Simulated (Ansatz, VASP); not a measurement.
# HfN: VASP beside Ansatz

```
CELL_PARAMETERS angstrom
0.00000 2.25844 2.45482
2.25844 0.00000 2.45482
2.25844 2.25844 0.00000
ATOMIC_POSITIONS crystal
Hf 0.00000 0.00000 0.00000
N 0.75000 0.75000 0.75000
```

Change from the starting cell: strain -0.080 along x and y, +0.000 along z, atoms carried along.

Alike in both runs: task single point; functional PBEsol; k mesh 16 × 16 × 16; occupations gaussian, width 0.15 eV; no spin polarisation.

|  | VASP | Ansatz |
| --- | --- | --- |
| version | VASP 6.6.1 | Ansatz 0.2.0 |
| potentials or method | VASP PAW PBE potentials, release 64 (Hf_pv, N) | scalar-relativistic, plane waves, PAW |
| plane-wave cutoff (eV) | 520 | 420 |
| valence electrons in the cell | 15 | 31 |

```tsv
	VASP	Ansatz	Ansatz less VASP
gap on the k mesh at the Fermi level (eV)	none	none	-
pressure (GPa)	37.0	37.2	+0.19
largest component of the traceless stress (GPa)	8.74	8.82	+0.084
```

A gap of «none» marks a metal or a gap that the smearing closes. The two sets of potentials don't hold the same shells in valence.

Caveats: so large a pressure means that the cell lies far from this level's equilibrium, or that cutoff or potentials fall short (VASP); the potentials were made for another functional, which shifts forces and pressure (VASP). The runs have no spin-orbit coupling, so splittings on Hf are missing.
